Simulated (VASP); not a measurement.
## Fe: energy against volume and a worked fit

```yaml
crystal:
  lattice:
    - [-1.44300, 1.44300, 1.44300]
    - [1.44300, -1.44300, 1.44300]
    - [1.44300, 1.44300, -1.44300]
  atoms:
    - { symbol: Fe, position: [0.00000, 0.00000, 0.00000] }
```

The cell was scaled at fixed shape and fractions and run with VASP, PBE PAW files Fe, 520 eV; r2SCAN, k mesh 13 × 13 × 13 on the cell of 1 atom, fermi-dirac occupations of 0.05 eV, collinear spin, ferromagnetic start, no spin-orbit coupling. The potentials were made for PBE. Energies are those that the program minimises, any entropy of the smearing included. For a metal such a mesh isn't converged to the digits shown. The magnetic state is the one that the start led to, which needn't be the lowest.

| V (Å³/atom) | energy over the lowest row (meV/atom) |
| --- | --- |
| 11.2976 | 11.99 |
| 11.5380 | ? |
| 11.7784 | 0.00 |
| 12.0187 | 3.65 |
| 12.2591 | 12.68 |
| 12.4995 | 26.35 |
| 12.7399 | 44.26 |

Q: Fit the third-order Birch-Murnaghan form, give V0, B0 and B′, and predict the energy left open.

A: With y = (V0/V)^(2/3), E = E0 + (9 V0 B0/16) [(y - 1)³ B′ + (y - 1)² (6 - 4y)]. Least squares through the rows shown give V0 = 11.7511 Å³/atom, E0 = -0.03 meV, B0 = 202.4 GPa (1 eV/Å³ = 160.218 GPa) and B′ = 5.37, with a largest miss of 0.03 meV. At V = 11.5380 the form with these constants gives 2.51 meV; the run gave 2.55 meV an atom. Measured volume: 11.77 Å³/atom (pmc:2430951, doi:10.1186/1467-4866-9-5), so the fit lies -0.2 % from it. Measured modulus: 167.6 GPa at 300 K (pmc:5793612, doi:10.3390/ma11010114), so the fit lies +20.8 % from it. The runs are for a static lattice.

The fit reproduces the withheld energy closely, 2.51 against 2.55 meV, so the curve is smooth enough for interpolation and gives no sign of an abrupt magnetic transition in this range. The equilibrium volume is close to experiment, but the modulus of 202.4 GPa is clearly too high against 167.6 GPa. Thermal softening up to room temperature is modest in iron and should explain only a small part of that gap.

In ferromagnetic iron, 3d bonding favours contraction, while exchange splitting moves electrons into majority states of antibonding character and expands the lattice. A moment that shrinks under compression also softens the lattice. r2SCAN tends to exaggerate the exchange splitting in itinerant magnets, which probably makes the moment too rigid and removes some of this softening. Moments along the curve would test that explanation. B′ is less secure than the volume, since only one fitted point lies on the compressed side of the minimum.
